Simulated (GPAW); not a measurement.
**Magnetic state of free-standing triangular Ni monolayer, spacing 2.629 A from several starts**

Aim: find out whether free-standing triangular Ni monolayer, spacing 2.629 A carries moments, and which collinear order costs least.

Main program and level: GPAW 26.7.0; PBE; plane waves with GPAW's PAW setups, scalar-relativistic.

Report form: the programs' logs are mostly left out.

## (1) The starting structure

The cell holds 1 atom: 1 Ni. Its edges and angles: a = 2.629 Å, b = 2.629 Å, c = 14.000 Å, α = 90.0°, β = 90.0°, γ = 120.0°. model lattice. Vacuum lies along c.

Coordinates:

```
Ni
1.0
     2.62900    0.00000    0.00000
    -1.31450    2.27678    0.00000
     0.00000    0.00000   14.00000
Ni
1
Direct
  0.00000 0.00000 0.50000
```

## (2) Start 1: ferro +

Parallel moments need no larger cell; this start tests for a ferromagnetic state only.

order1.py reads:

```python
import json
import numpy as np
from ase import Atoms
from ase.parallel import paropen, parprint
from gpaw import GPAW

atoms = Atoms(['Ni'],
    cell=[[2.629, 0.0, 0.0],
         [-1.3145, 2.276781, 0.0],
         [0.0, 0.0, 14.0]],
    scaled_positions=[[0.0, 0.0, 0.5]],
    pbc=True,
    magmoms=[1.0])
atoms.calc = GPAW(mode={'name': 'pw', 'ecut': 550},
    xc='PBE',
    kpts={'size': (12, 12, 1), 'gamma': True},
    occupations={'name': 'fermi-dirac', 'width': 0.1},
    convergence={'density': 1e-05, 'energy': 1e-05},
    maxiter=200,
    symmetry={'tolerance': 1e-4},
    txt='order1.txt')
e = atoms.get_potential_energy(force_consistent=True)
res = {'free_energy': e, 'energy_sigma0': atoms.get_potential_energy(), 'fermi_energy': atoms.calc.get_fermi_level()}
res['moments'] = atoms.get_magnetic_moments().tolist()
res['total'] = atoms.get_magnetic_moment()
parprint('site moments (muB):', np.round(res['moments'], 3))
parprint(f"total moment: {res['total']:.3f} muB")
parprint(f'free energy: {e:.6f} eV')
atoms.calc.write('order1.gpw')
with paropen('results.json', 'w') as f:
    json.dump(res, f)
```

Started as:

```sh
OMP_NUM_THREADS=1 python3 order1.py > order1.log
```

Elapsed: 18 s, on 1 MPI rank of Intel Xeon Platinum 8375C at 2.90GHz (Ice Lake), shared host; peak memory 0.19 GiB.

This step gave:

| Quantity | Value |
| --- | --- |
| magnetization | 0.8512 μB |
| final state | ferromagnetic |
| largest moment | 0.9280 μB |

After 15 cycles the largest moment stands at 0.928 μB.

## (3) Start 2: antiferro q=(0,1/2,0) +-

Reversing part of the moments tests the sign of the couplings between them.

This order needs a doubled cell of 2 atoms. Its mesh is chosen so that both cells sample the same points.

order2.py is the script of step 2 with these lines changed:

```diff
@@ -6,12 +6,13 @@
 
-atoms = Atoms(['Ni'],
+atoms = Atoms(['Ni', 'Ni'],
     cell=[[2.629, 0.0, 0.0],
-         [-1.3145, 2.276781, 0.0],
+         [-2.629, 4.553562, 0.0],
          [0.0, 0.0, 14.0]],
-    scaled_positions=[[0.0, 0.0, 0.5]],
+    scaled_positions=[[0.0, 0.0, 0.5],
+         [0.0, 0.5, 0.5]],
     pbc=True,
-    magmoms=[1.0])
+    magmoms=[1.0, -1.0])
 atoms.calc = GPAW(mode={'name': 'pw', 'ecut': 550},
     xc='PBE',
-    kpts={'size': (12, 12, 1), 'gamma': True},
+    kpts={'size': (12, 6, 1), 'gamma': True},
     occupations={'name': 'fermi-dirac', 'width': 0.1},
@@ -20,3 +21,3 @@
     symmetry={'tolerance': 1e-4},
-    txt='order1.txt')
+    txt='order2.txt')
 e = atoms.get_potential_energy(force_consistent=True)
@@ -28,3 +29,3 @@
 parprint(f'free energy: {e:.6f} eV')
-atoms.calc.write('order1.gpw')
+atoms.calc.write('order2.gpw')
 with paropen('results.json', 'w') as f:
```

Started as:

```sh
OMP_NUM_THREADS=1 python3 order2.py > order2.log
```

The job ended after 3.8 min (1 MPI rank; peak memory 0.39 GiB).

This step gave:

```
magnetization  : 0 μB
final state    : antiferromagnetic
largest moment : 0.6867 μB
```

It lies 85.0 meV a seeded atom over the first start, and its largest moment is 0.687 μB against 0.928 μB.

## (4) Run 3 (no spin polarisation)

A run without seeds gives the energy of the state without moments.

nospin.py reads:

```python
import json
import numpy as np
from ase import Atoms
from ase.parallel import paropen, parprint
from gpaw import GPAW

atoms = Atoms(['Ni'],
    cell=[[2.629, 0.0, 0.0],
         [-1.3145, 2.276781, 0.0],
         [0.0, 0.0, 14.0]],
    scaled_positions=[[0.0, 0.0, 0.5]],
    pbc=True)
atoms.calc = GPAW(mode={'name': 'pw', 'ecut': 550},
    xc='PBE',
    kpts={'size': (12, 12, 1), 'gamma': True},
    occupations={'name': 'fermi-dirac', 'width': 0.1},
    convergence={'density': 1e-05, 'energy': 1e-05},
    maxiter=200,
    symmetry={'tolerance': 1e-4},
    txt='nospin.txt')
e = atoms.get_potential_energy(force_consistent=True)
res = {'free_energy': e, 'energy_sigma0': atoms.get_potential_energy(), 'fermi_energy': atoms.calc.get_fermi_level()}
parprint(f'free energy: {e:.6f} eV')
atoms.calc.write('nospin.gpw')
with paropen('results.json', 'w') as f:
    json.dump(res, f)
```

Started as:

```sh
OMP_NUM_THREADS=1 python3 nospin.py > nospin.log
```

It took 11 s on 1 MPI rank; peak memory 0.17 GiB.

This step gave:

| Item | Value |
| --- | --- |
| final state | non-magnetic (no spin polarisation) |

It lies 115 meV a seeded atom over the first start.

## (5) Energies of the orders

These are free energies at a smearing of 0.1 eV, so its entropy term is in the differences. They are divided by the number of seeded atoms, so that cells of unlike size compare. Wavevectors q in the names are fractions of the reciprocal vectors of the first run's cell.

Orders:

| start | final state | typed order kept | energy over the lowest (meV a seeded atom) | largest site moment (μB) | net moment (μB a primitive cell) | mesh matched | CPU time (s) |
| --- | --- | --- | --- | --- | --- | --- | --- |
| ferro + | ferromagnetic | yes | 0 | 0.928 | 0.8512 | yes | 18.06 |
| antiferro q=(0,1/2,0) +- | antiferromagnetic | yes | 84.98 | 0.6867 | 1.81e-4 | yes | 228.8 |
| no spin polarisation | non-magnetic | - | 115.2 | 0 | 0 | yes | 10.45 |

## (6) What came out

| Quantity | Value |
| --- | --- |
| lowest state found | ferromagnetic (typed ferro +) |
| largest site moment | 0.928 μB |
| next state | antiferromagnetic, 85.0 meV a seeded atom higher |
| energy gained by spin polarisation | 115 meV a seeded atom |

**Reading.** The lowest state found is ferromagnetic, reached from the start ferro +, with moments up to 0.928 μB. The next state costs 85 meV a seeded atom. This is the lowest of 3 finished starts, no proof of the ground state.

[Logs and program files are shortened in this print: banners, set-up blocks, solver, clock and traceback lines can be left out without a mark of their own.]

[Logs are printed without paths, hosts, clocks, repeated set-up lines and the standing remarks that a program may print on its own settings, such as how far it seeks lower states.]

[Hosts, paths, dates, database ids (printed as entryN), source tags and the programs' standing remarks are cut or masked in the printed files.]

[Where a cell is said to come from a database of computed structures, the database is the Materials Project.]
